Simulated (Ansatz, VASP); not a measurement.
## MgO in VASP and in Ansatz

File INCAR:

```
PREC = Accurate
ENCUT = 520
EDIFF = 1E-6
ISMEAR = 0
SIGMA = 0.05
LREAL = F
LASPH = T
NELM = 100
ALGO = Normal
ISIF = 2
LWAVE = F
LCHARG = F
NBANDS = 16
```

KPOINTS

```
Automatic mesh
0
Gamma
  12 12 6
```

POSCAR

```
MgO
1.0
    3.6804547285      0.0000000000      0.0000000000
   -1.8402273643      3.1873672923      0.0000000000
    0.0000000000      0.0000000000      3.7490278863
Mg O
2 2
Direct
    0.6666666667      0.3333333333      0.7500000000
    0.3333333333      0.6666666667      0.2500000000
    0.6666666667      0.3333333333      0.2500000000
    0.3333333333      0.6666666667      0.7500000000
```

Input for Ansatz:

```yaml
crystal:
  lattice:
    - [3.6804547285, 0.0, 0.0]
    - [-1.8402273643, 3.1873672923, 0.0]
    - [0.0, 0.0, 3.7490278863]
  atoms:
    - { symbol: Mg, position: [0.6666666667, 0.3333333333, 0.75] }
    - { symbol: Mg, position: [0.3333333333, 0.6666666667, 0.25] }
    - { symbol: O, position: [0.6666666667, 0.3333333333, 0.25] }
    - { symbol: O, position: [0.3333333333, 0.6666666667, 0.75] }
basis:
  ecutwfc: 420
kpoints:
  mp_grid: { grid: [12, 12, 6] }
hamiltonian:
  xc: lda
scf:
  occupations: { method: gaussian, width: 0.05 }
output:
  forces: true
  stress: true
  eigenvalues: true
```

Alike in both runs: task single point; functional LDA; k mesh 12 × 12 × 6; occupations gaussian, width 0.05 eV; no spin polarisation.

```csv
,VASP,Ansatz
version,VASP 6.6.1,Ansatz 0.2.0
potentials or method,"VASP PAW LDA potentials, release 64 (Mg, O)","scalar-relativistic, plane waves, PAW"
plane-wave cutoff (eV),520,420
valence electrons in the cell,16,32
```

|  | VASP | Ansatz | Ansatz less VASP |
| --- | --- | --- | --- |
| gap on the k mesh at the Fermi level (eV) | 3.39 | 3.40 | +0.006 |
| least direct gap on the mesh (eV) | 3.48 | 3.49 | +0.002 |
| pressure (GPa) | 3.8 | 5.4 | +1.52 |
| largest component of the traceless stress (GPa) | 27.98 | 27.07 | -0.908 |

The two sets of potentials don't hold the same shells in valence.

A k mesh can miss the band edges. Expect the measured gap to be larger: semilocal functionals such as LDA lack the derivative discontinuity.
